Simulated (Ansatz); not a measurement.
Input:

GeO2:
```cif
data_Ge2O4
_chemical_formula_sum 'Ge2 O4'
_space_group_name_H-M_alt 'P42/mnm'
_space_group_IT_number 136
_space_group_name_Hall '-P 4n 2n'
_cell_length_a 4.42833
_cell_length_b 4.42833
_cell_length_c 2.88437
_cell_angle_alpha 90.000
_cell_angle_beta 90.000
_cell_angle_gamma 90.000
loop_
_atom_site_label
_atom_site_type_symbol
_atom_site_symmetry_multiplicity
_atom_site_Wyckoff_symbol
_atom_site_fract_x
_atom_site_fract_y
_atom_site_fract_z
_atom_site_occupancy
Ge1 Ge 2 a 0.00000 0.00000 0.00000 1
O1 O 4 f 0.30630 0.30630 0.00000 1
```

This is the PBEsol-relaxed structure.

Task: All from the program Ansatz at the PBEsol level (PAW), unless another level is named. Predict the HSE06 gap on the PBEsol cell.

Result: 3.54 eV.

Task: Predict the formation energy from the elements (no fitted shifts).

Result: -1698 meV/atom.

Task: Next, the hole effective mass?

Result: 1.1, 1.1, 1.8 mₑ (principal values).

Task: Give the electron effective mass.

Result: 0.20, 0.24, 0.24 mₑ (principal values).

Task: Give the valence-band maximum.

Result: at Γ.

Space group P4_2/mnm (rutile). Symmetry was held in the PBEsol relaxation. The references are the lowest solids computed at this level, not always the standard phases (solids in place of the gases). Spin–orbit coupling is left out wherever it is not named.

Potentials: the earlier of the program's two PAW sets. The files were generated under PBE; for other functionals the program regenerates the frozen cores, and for LDA and PBEsol the local potential too.
